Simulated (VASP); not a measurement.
# Zr in VASP: a series of runs

One slab, Zr, is run at these levels: LDA; tasks: single point.

All numbers are computed with VASP 6.6.1; they aren't measurements. Logs are shortened: lines on timing, memory, paths and dates and some standing lists are left out, and cuts for length are marked.

## Step 1: The cell of the first run

The cell holds a slab with vacuum, 3 atoms: a = 3.123 Å, b = 3.123 Å, c = 18.417 Å, α = 90.00°, β = 90.00°, γ = 90.00°.

The slab is cut from a database's or a generator's crystal, which needn't be the stable form of the element.

## Step 2: Single point, LDA (clean slab, lower half held)

INCAR

```
SYSTEM = Zr
  PREC = Accurate
  ENCUT = 520
  EDIFF = 1E-6
  ISMEAR = 0
  SIGMA = 0.1
  LREAL = .False.
  LASPH = .True.
  NELM = 80
  ALGO = Fast
  ISIF = 2
  LWAVE = .False.
  LCHARG = .True.
  LDIPOL = .True.
  IDIPOL = 3
  DIPOL = 0.5 0.5 0.493
  GGA = CA
  LELF = .True.
  LVHAR = .True.
  LVACPOTAV = .True.
  NBANDS = 25
```

KPOINTS

```
regular mesh
0
Gamma
  9 9 1
  0 0 0
```

POSCAR

```
Zr
1.0
    3.1232946755      0.0000000000      0.0000000000
    0.0000000000      3.1232946755      0.0000000000
    0.0000000000      0.0000000000     18.4170056894
Zr
3
Direct
    0.5000000000      0.5000000000      0.3800835010
    0.0000000000      0.0000000000      0.4934081662
    0.5000000000      0.5000000000      0.6067171434
```

Potentials or basis: VASP PAW LDA potentials, release 64 (Zr_sv).

Started as:

```sh
$ cat potpaw_LDA.64/Zr_sv/POTCAR > POTCAR
$ mpirun -np 1 vasp_std > vasp.out
```

OUTCAR:

```text
SYSTEM = Zr
   PREC = Accurate
   ENCUT = 520
   EDIFF = 1E-6
   ISMEAR = 0
   LREAL = .False.
   LASPH = .True.
   NELM = 80
   ISIF = 2
   GGA = CA

 ion  position               nearest neighbor table
   1  0.500  0.500  0.380-   2 3.04   2 3.04   2 3.04   2 3.04
   2  0.000  0.000  0.493-   3 3.04   3 3.04   3 3.04   3 3.04   1 3.04   1 3.04   1 3.04   1 3.04

   3  0.500  0.500  0.607-   2 3.04   2 3.04   2 3.04   2 3.04

  LATTYP: Found a simple tetragonal cell.
 ALAT       =     3.1232946755
 C/A-ratio  =     5.8966596504

  Lattice vectors:

 A1 = (   3.1232946755,   0.0000000000,   0.0000000000)
 A2 = (   0.0000000000,   3.1232946755,   0.0000000000)
 A3 = (   0.0000000000,   0.0000000000,  18.4170056894)

Analysis of symmetry for initial positions (statically):
=====================================================================
 Subroutine PRICEL returns:
 Original cell was already a primitive cell.

 Routine SETGRP: Setting up the symmetry group for a
 simple tetragonal supercell.

 Subroutine GETGRP returns: Found  8 space group operations
 (whereof  8 operations were pure point group operations)
 out of a pool of 16 trial point group operations.

The static configuration has the point symmetry C_4v.

Analysis of symmetry for dynamics (positions and initial velocities):
=====================================================================
 Subroutine PRICEL returns:
 Original cell was already a primitive cell.

 Routine SETGRP: Setting up the symmetry group for a
 simple tetragonal supercell.

 Subroutine GETGRP returns: Found  8 space group operations
 (whereof  8 operations were pure point group operations)
 out of a pool of 16 trial point group operations.

The dynamic configuration has the point symmetry C_4v.

 Subroutine INISYM returns: Found  8 space group operations
 (whereof  8 operations are pure point group operations),
 and found     1 'primitive' translations

----------------------------------------------------------------------------------------

                                     Primitive cell

  volume of cell :     179.6573

  direct lattice vectors                    reciprocal lattice vectors
     3.123294675  0.000000000  0.000000000     0.320174721  0.000000000  0.000000000
     0.000000000  3.123294675  0.000000000     0.000000000  0.320174721  0.000000000
     0.000000000  0.000000000 18.417005689     0.000000000  0.000000000  0.054297643

  length of vectors
[... 80 lines left out ...]
   ISIF   =      2    stress and relaxation
   ISYM   =      2    0-nonsym 1-usesym 2-fastsym
   POTIM  = 0.5000    time-step for ionic-motion
   TEBEG  =    0.0;   TEEND  =   0.0 temperature during run
   PSTRESS=    0.0 pullay stress
   NELECT =      36.0000    total number of electrons
   NUPDOWN=      -1.0000    fix difference up-down
   EMIN   =  10.00;   EMAX   =-10.00  energy-range for DOS
   EFERMI =   0.00;   METHOD = LEGACY
   ISMEAR =     0;   SIGMA  =   0.10  broadening in eV -4-tet -1-fermi 0-gaus
   EFERMI_NEDOS =   21; number of points for ismear=-14 and -15
   IALGO  =     68    algorithm
   IMIX   =      4    mixing-type and parameters
     AMIX     =   0.40;   BMIX     =  1.00
     AMIX_MAG =   1.60;   BMIX_MAG =  1.00
  volume/ion in A,a.u.               =      59.89       404.13
  Fermi-wavevector in a.u.,A,eV,Ry     =   0.957989  1.810337 12.486660  0.917744
  Thomas-Fermi vector in A             =   2.087057
   LORBIT       =      0    0 simple, 1 ext, 2 COOP (PROOUT), +10 PAW based schemes
   GGA     = CA    functional components
   LHFCALC =     F    Hartree Fock is set to
   AEXX    =    0.0000 exact exchange contribution
   IVDW    =     0    specifies the selected vdW correction
   LEPSILON=     F    determine dielectric tensor
   LRPA    =     F    only Hartree local field effects (RPA)
 non-spin polarized calculation
 RMM-DIIS sequential band-by-band and
 Gauss-broadening in eV      SIGMA  =   0.10
  energy-cutoff  :      520.00
  volume of cell :      179.66
 maximum number of plane-waves:      4864
 NGX is ok and might be reduce to    24
   NGX = 11   NGY = 11   NGZ = 69

 dipolmoment           0.000000      0.000000     -0.000013 electrons x Angstroem

 number of electron      36.0000001 magnetization

 dipolmoment           0.000000      0.000000      0.000006 electrons x Angstroem

 Free energy of the ion-electron system (eV)
  ---------------------------------------------------
  ext. energy  EPLUGINS =         0.00000000
  ---------------------------------------------------
  free energy    TOTEN  =       -25.78817088 eV

  energy without entropy =      -25.75880101  energy(sigma->0) =      -25.77348594

 E-fermi :   0.9990     XC(G=0):  -5.3570

 val. band max:        0.9754286386   @ k =   0.1111   0.0000   0.0000
 cond. band min:       1.0160675959   @ k =   0.3333   0.1111   0.0000
 fundamental gap:      0.0406389573
 Fermi energy:         0.9990182719

 k-point     1 :       0.0000    0.0000    0.0000
  band No.  band energies     occupation
      1     -47.5803      2.00000
      2     -47.5543      2.00000
      3     -46.9653      2.00000
      4     -26.0885      2.00000
      5     -25.8515      2.00000
      6     -25.4492      2.00000
[... 409 lines left out ...]
     24       4.9520      0.00000
     25       5.4515      0.00000

------------------------ aborting loop because EDIFF is reached ----------------------------------------

  FORCE on cell =-STRESS in cart. coord.  units (eV):
  Direction    XX          YY          ZZ          XY          YZ          ZX
  --------------------------------------------------------------------------------------
  -------------------------------------------------------------------------------------
  Total       -1.8158645     -1.8158645      0.0230255      0.0000000      0.0000000      0.0000000
  in kB      -16.1938118    -16.1938118      0.2053408      0.0000000      0.0000000      0.0000000
  external PRESSURE =     -10.7274276 kB  Pullay stress =       0.0000000 kB

 VOLUME and BASIS-vectors are now :
 -----------------------------------------------------------------------------
  energy-cutoff  :      520.00
  volume of cell :      179.66
      direct lattice vectors                 reciprocal lattice vectors
     3.123294675  0.000000000  0.000000000     0.320174721  0.000000000  0.000000000
     0.000000000  3.123294675  0.000000000     0.000000000  0.320174721  0.000000000
     0.000000000  0.000000000 18.417005689     0.000000000  0.000000000  0.054297643

 POSITION                                       TOTAL-FORCE (eV/Angst)
 -----------------------------------------------------------------------------------
      1.56165      1.56165      7.00000        -0.000000      0.000000     -0.006792
      0.00000      0.00000      9.08710         0.000000      0.000000     -0.001350
      1.56165      1.56165     11.17391        -0.000000      0.000000      0.008142
 -----------------------------------------------------------------------------------
    total drift:                                0.000000     -0.000000      0.000140

  FREE ENERGIE OF THE ION-ELECTRON SYSTEM (eV)
  ---------------------------------------------------
  free  energy   TOTEN  =       -25.7881708802 eV

  energy  without entropy=      -25.7588010066  energy(sigma->0) =      -25.77348594

 vacuum level on the upper side and lower side of the slab         5.074         5.074
```

OSZICAR:

```text
N       E                     dE             d eps       ncg     rms          rms(c)
DAV:   1     0.346677465770E+03    0.34668E+03   -0.18860E+04   878   0.126E+03
DAV:   2     0.203178333111E+01   -0.34465E+03   -0.33621E+03   928   0.374E+02
DAV:   3    -0.274676009065E+02   -0.29499E+02   -0.29042E+02  1401   0.754E+01
DAV:   4    -0.293485211485E+02   -0.18809E+01   -0.18736E+01  1083   0.219E+01
[... 18 lines left out ...]
RMM:  23    -0.257881626758E+02   -0.52669E-05   -0.39067E-05   923   0.236E-02    0.339E-03
RMM:  24    -0.257881653017E+02   -0.26259E-05   -0.26189E-05   883   0.194E-02    0.497E-03
RMM:  25    -0.257881684558E+02   -0.31541E-05   -0.18519E-05   848   0.168E-02    0.226E-03
RMM:  26    -0.257881700710E+02   -0.16152E-05   -0.14529E-05   757   0.135E-02    0.193E-03
RMM:  27    -0.257881708802E+02   -0.80924E-06   -0.77598E-06   653   0.107E-02
   1 F= -.25788171E+02 E0= -.25773486E+02  d E =-.293699E-01
```

It took 95 s on 1 thread of Intel Xeon Platinum 8488C (Sapphire Rapids), shared host; peak memory 0.22 GiB.

What came out:

| Quantity | Value |
| --- | --- |
| Free energy | -25.7882 eV |
| Largest force | 0.008 eV/Å |
| Band gap on the k mesh | none (metal or under the smearing width) |
| Work function of the upper face | 4.08 eV |
| Work function of the lower face | 4.08 eV |

Forces on the atoms (eV/Å):
```
Zr   0.000  0.000 -0.007
Zr   0.000  0.000 -0.001
Zr   0.000  0.000  0.008
```

## Step 3: Single point, LDA (the clean substrate in the cell of the map)

INCAR

```
PREC = Accurate
ENCUT = 520
EDIFF = 1E-6
ISMEAR = 0
SIGMA = 0.1
LREAL = False
LASPH = True
NELM = 100
ALGO = Normal
ISIF = 2
LWAVE = False
LCHARG = True
LDIPOL = True
IDIPOL = 3
DIPOL = 0.5 0.5 0.287
LELF = True
LVHAR = True
LVACPOTAV = True
NBANDS = 25
```

KPOINTS

```
regular mesh
0
Gamma
  9 9 1
```

POSCAR

```
Zr
1.0
    3.1232946755      0.0000000000      0.0000000000
    0.0000000000      3.1232946755      0.0000000000
    0.0000000000      0.0000000000     21.1739130820
Zr
3
Direct
    0.5000000000      0.5000000000      0.1889117040
    0.0000000000      0.0000000000      0.2874811557
    0.5000000000      0.5000000000      0.3860369621
```

Potentials or basis: VASP PAW LDA potentials, release 64 (Zr_sv).

Started as:

```sh
$ cat potpaw_LDA.64/Zr_sv/POTCAR > POTCAR
$ mpirun -np 1 vasp_std > vasp.out
```

Run time: 93 s. Hardware: 1 thread of Intel Xeon Platinum 8488C (Sapphire Rapids), shared host; peak memory 0.24 GiB.

It converged, with:

```
Free energy                     : -25.7886 eV
Largest force                   : 0.013 eV/Å
Band gap on the k mesh          : none (metal or under the smearing width)
Work function of the upper face : 4.08 eV
Work function of the lower face : 4.08 eV
```

Forces in eV/Å, atoms in the order of the input:
```
Zr   0.000  0.000 -0.011
Zr   0.000  0.000 -0.001
Zr   0.000  0.000  0.013
```

Levels at points of the mesh, in eV from the Fermi level:
```
           k point  band 16  band 17  band 18  band 19  band 20  band 21
(0.00, 0.00, 0.00)    -2.32    -1.16     0.05     0.05     0.56     1.31
```
